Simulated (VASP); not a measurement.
**A VASP 6.6.1 single-point calculation on MgS**

INCAR

```
LREAL = .FALSE.
ISMEAR = -1
IBRION = -1
LASPH = .TRUE.
NELECT = 7.9
EDIFF = 1E-6
GGA = PE
SIGMA = 0.02
LCHARG = .FALSE.
LWAVE = .FALSE.
PREC = Accurate
NELM = 120
NBANDS = 11
NSW = 0
ISIF = 2
ENCUT = 520
```

KPOINTS

```
KPOINTS created by Atomic Simulation Environment
0
Gamma
8 8 8
0 0 0
```

POSCAR

```
Mg S
 1.0000000000000000
     0.0000000000000000    2.8308768411999998    2.8025680728000002
     2.8308768411999998    0.0000000000000000    2.8025680728000002
     2.8308768411999998    2.8308768411999998    0.0000000000000000
 Mg  S
   1   1
Cartesian
  0.0000000000000000  0.0000000000000000  0.0000000000000000
  1.4154384205999997  1.4154384205999997  1.4012840364000001
```

The recommended PBE PAW datasets give the neutral cell 8 valence electrons.

Command

```
mpirun -np 1 vasp_std
```

OSZICAR

```
N       E                     dE             d eps       ncg     rms          rms(c)
DAV:   1     0.232545332546E+02    0.23255E+02   -0.28765E+03  1330   0.483E+02
DAV:   2    -0.719820504879E+01   -0.30453E+02   -0.29365E+02  1597   0.984E+01
DAV:   3    -0.895539742759E+01   -0.17572E+01   -0.17475E+01  1666   0.254E+01
DAV:   4    -0.896870258334E+01   -0.13305E-01   -0.13303E-01  1531   0.264E+00
DAV:   5    -0.896886836895E+01   -0.16579E-03   -0.16578E-03  1663   0.296E-01    0.388E+00
DAV:   6    -0.859937794175E+01    0.36949E+00   -0.89766E-01  1418   0.356E+00    0.297E+00
DAV:   7    -0.856664177648E+01    0.32736E-01   -0.26430E-01  1517   0.207E+00    0.220E+00
DAV:   8    -0.857404325176E+01   -0.74015E-02   -0.26426E-02  1454   0.865E-01    0.121E+00
DAV:   9    -0.857276377355E+01    0.12795E-02   -0.35850E-03  1471   0.265E-01    0.406E-01
DAV:  10    -0.857291753433E+01   -0.15376E-03   -0.79192E-04  1514   0.128E-01    0.779E-02
DAV:  11    -0.857293186119E+01   -0.14327E-04   -0.45241E-05  1545   0.301E-02    0.631E-02
DAV:  12    -0.857293157398E+01    0.28721E-06   -0.77494E-06  1544   0.126E-02
   1 F= -.85729316E+01 E0= -.85722566E+01  d E =-.134987E-02
```

From OUTCAR

```
k-points           NKPTS =     59   k-points in BZ     NKDIM =     59   number of bands    NBANDS=     11

   NELECT =       7.9000    total number of electrons

   dimension x,y,z NGX =    30 NGY =   30 NGZ =   30
   dimension x,y,z NGXF=    60 NGYF=   60 NGZF=   60

  energy-cutoff  :      520.00
  volume of cell :       44.92
      direct lattice vectors                 reciprocal lattice vectors
     0.000000000  2.830876841  2.802568073    -0.176623721  0.176623721  0.178407798
     2.830876841  0.000000000  2.802568073     0.176623721 -0.176623721  0.178407798
     2.830876841  2.830876841  0.000000000     0.176623721  0.176623721 -0.178407798

 k-points in reciprocal lattice and weights: KPOINTS created by Atomic Simulation Env
   0.00000000  0.00000000  0.00000000       0.002
   0.12500000  0.00000000  0.00000000       0.016
   0.25000000  0.00000000  0.00000000       0.016
   0.37500000  0.00000000  0.00000000       0.016
   0.50000000  0.00000000  0.00000000       0.008
   0.12500000  0.12500000  0.00000000       0.004
   0.25000000  0.12500000  0.00000000       0.016
   0.37500000  0.12500000  0.00000000       0.016
   ...

 E-fermi :   0.9840

 k-point     1 :       0.0000    0.0000    0.0000
  band No.  band energies     occupation
      1     -10.2373      2.00000
      2       1.0565      0.05193
      3       1.0565      0.05193
      4       1.0789      0.01720
      5       4.6773      0.00000
      6       9.1255      0.00000
      7       9.1255      0.00000
      8       9.1380      0.00000
      9      11.9092      0.00000
     10      12.0737      0.00000
     11      15.0044      0.00000

 k-point     2 :       0.1250    0.0000    0.0000
  band No.  band energies     occupation
      1     -10.1498      2.00000
      2       0.3971      2.00000
      3       1.0011      0.59628
      4       1.0215      0.26602
      5       5.3272      0.00000
      6       8.9423      0.00000
      7       9.2996      0.00000
      8       9.3165      0.00000
      9      11.4805      0.00000
     10      11.6090      0.00000
     11      14.3871      0.00000

 k-point     3 :       0.2500    0.0000    0.0000
  band No.  band energies     occupation
      1      -9.9234      2.00000
      2      -0.7654      2.00000
      3       0.8759      1.99105
      4       0.9081      1.95603
      5       6.1779      0.00000
      6       8.9802      0.00000
      7       9.3104      0.00000
      8       9.3840      0.00000
      9      11.5890      0.00000
     10      11.6185      0.00000
     11      13.5198      0.00000

 k-point     4 :       0.3750    0.0000    0.0000
  band No.  band energies     occupation
      1      -9.6705      2.00000
      2      -1.6893      2.00000
      3       0.7609      1.99997
      4       0.8040      1.99975
      5       6.3483      0.00000
      6       8.9428      0.00000
      7       9.0374      0.00000
      8       9.5718      0.00000
      9      12.8792      0.00000
     10      12.9236      0.00000
     11      13.5115      0.00000

 k-point     5 :       0.5000    0.0000    0.0000
  band No.  band energies     occupation
      1      -9.5559      2.00000
      2      -2.0402      2.00000
      3       0.7159      2.00000
      4       0.7632      1.99997
      5       6.3148      0.00000
      6       8.7715      0.00000
      7       8.8698      0.00000
      8       9.8265      0.00000
      9      14.1427      0.00000
     10      14.2845      0.00000
     11      14.3779      0.00000

 ...

  Total       -0.2057144     -0.2057144     -0.1759697      0.0000000     -0.0000000     -0.0000000
  in kB       -7.3374842     -7.3374842     -6.2765403      0.0000000     -0.0000000     -0.0000000
  external PRESSURE =      -6.9838363 kB  Pullay stress =       0.0000000 kB

 POSITION                                       TOTAL-FORCE (eV/Angst)
 -----------------------------------------------------------------------------------
      0.00000      0.00000      0.00000         0.000000      0.000000      0.000000
      1.41544      1.41544      1.40128        -0.000000     -0.000000     -0.000000
 -----------------------------------------------------------------------------------
    total drift:                               -0.000000     -0.000000     -0.000000

  FREE ENERGIE OF THE ION-ELECTRON SYSTEM (eV)
  ---------------------------------------------------
  free  energy   TOTEN  =        -8.5729315740 eV

  energy  without entropy=       -8.5715817059  energy(sigma->0) =       -8.57225664
```

It converged. Results: pressure -0.7 GPa.

The cell is charged and sits in a uniform background.

For comparison, a separate PBE run of the intended cell, on usual settings and not on those above, gives a gap of 3.49 eV on its mesh and a pressure of 1.5 GPa.

The run above took about 31 s on one core of a shared host (Intel Xeon Platinum 8488C) and held 0.18 GiB at most.
